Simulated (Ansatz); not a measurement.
Density of states of a Al₂O₃ cell (a random packing after short dynamics, relaxed), per eV and atom, broadened by Gaussian smearing of width 0.1 eV and averaged over bins of 0.3 eV, from 8 eV under the Fermi level at most up to where the solved bands end.

Level of theory: Ansatz, DFT PBE, scalar-relativistic, plane waves, PAW.

Cutoff 420 eV; k points 3×3×3 on the computed 25-atom cell (Γ-centred); Gaussian smearing, width 0.02 eV; no spin polarisation.

```
Al O
1.0
     5.94593   -0.66004    0.11159
    -0.69432    6.25149   -0.41351
     0.11932   -0.38946    7.36913
Al O
10 15
Direct
  0.33714 0.22617 0.11624
  0.46041 0.84971 0.31656
  0.97880 0.93112 0.33014
  0.77912 0.86678 0.96755
  0.59073 0.58075 0.55365
  0.86679 0.36801 0.20552
  0.15671 0.18651 0.72356
  0.20743 0.63692 0.99207
  0.61759 0.25769 0.82548
  0.05455 0.64953 0.59989
  0.32008 0.63504 0.46207
  0.14067 0.49715 0.77178
  0.48725 0.77521 0.06502
  0.70268 0.83107 0.42977
  0.31482 0.09068 0.89105
  0.29659 0.05194 0.28518
  0.16011 0.41561 0.12775
  0.46702 0.31324 0.63899
  0.62360 0.36821 0.07113
  0.09493 0.94066 0.56359
  0.84092 0.08207 0.19157
  0.84630 0.48030 0.43588
  0.97634 0.74337 0.10017
  0.77255 0.66599 0.75987
  0.84179 0.11224 0.82770
```

```
E − E_F (eV) total O 2p Al 3p Al 3s O 2s
       -7.90  0.342  0.255  0.023  0.057  0.006
       -7.60  0.368  0.273  0.028  0.058  0.008
       -7.30  0.490  0.364  0.043  0.069  0.012
       -7.00  0.424  0.317  0.041  0.050  0.013
       -6.70  0.399  0.302  0.046  0.036  0.012
       -6.40  0.491  0.380  0.070  0.026  0.011
       -6.10  0.537  0.424  0.078  0.020  0.012
       -5.80  0.588  0.475  0.077  0.019  0.013
       -5.50  0.621  0.512  0.076  0.016  0.012
       -5.20  0.577  0.486  0.066  0.011  0.009
       -4.90  0.646  0.556  0.064  0.011  0.009
       -4.60  0.606  0.530  0.052  0.008  0.009
       -4.30  0.681  0.604  0.050  0.008  0.010
       -4.00  0.658  0.592  0.042  0.007  0.009
       -3.70  0.706  0.648  0.033  0.006  0.008
       -3.40  0.670  0.625  0.025  0.004  0.007
       -3.10  0.659  0.621  0.020  0.003  0.006
       -2.80  0.641  0.609  0.016  0.002  0.004
       -2.50  0.547  0.523  0.012  0.002  0.003
       -2.20  0.601  0.577  0.011  0.001  0.003
       -1.90  0.304  0.294  0.005  0.001  0.001
       -1.60  0.256  0.247  0.004  0.001  0.002
       -1.30  0.004  0.004  0.000  0.000  0.000
       -1.00  0.000  0.000  0.000  0.000  0.000
       -0.70  0.000  0.000  0.000  0.000  0.000
       -0.40  0.000  0.000  0.000  0.000  0.000
       -0.10  0.000  0.000  0.000  0.000  0.000
        0.20  0.000  0.000  0.000  0.000  0.000
        0.50  0.000  0.000  0.000  0.000  0.000
        0.80  0.000  0.000  0.000  0.000  0.000
        1.10  0.000  0.000  0.000  0.000  0.000
        1.40  0.004  0.000  0.000  0.003  0.001
        1.70  0.006  0.000  0.000  0.003  0.002
        2.00  0.002  0.000  0.000  0.001  0.000
        2.30  0.021  0.002  0.004  0.008  0.006
        2.60  0.037  0.005  0.009  0.013  0.009
        2.90  0.074  0.011  0.022  0.020  0.017
        3.20  0.051  0.008  0.016  0.013  0.011
        3.50  0.064  0.011  0.023  0.014  0.012
        3.80  0.065  0.011  0.027  0.011  0.011
        4.10  0.155  0.027  0.066  0.027  0.024
        4.40  0.227  0.039  0.103  0.037  0.031
        4.70  0.249  0.042  0.119  0.038  0.027
        5.00  0.231  0.036  0.116  0.033  0.025
        5.30  0.248  0.036  0.125  0.036  0.026
        5.60  0.312  0.045  0.161  0.045  0.029
```

The columns after the total are the largest Löwdin projections on the valence shells of the potentials, so they needn't add up, and the weight of a shell that a potential lacks goes to other orbitals. The cell has a gap on the mesh of 3.12 eV.

An odd mesh misses points on the zone edge, so a gap read on it can be too wide.

Cost: 2 runs of about 1.6 core-minutes in all (earlier runs that led there not counted), on AMD EPYC 7R43 (Zen 3) (shared hosts).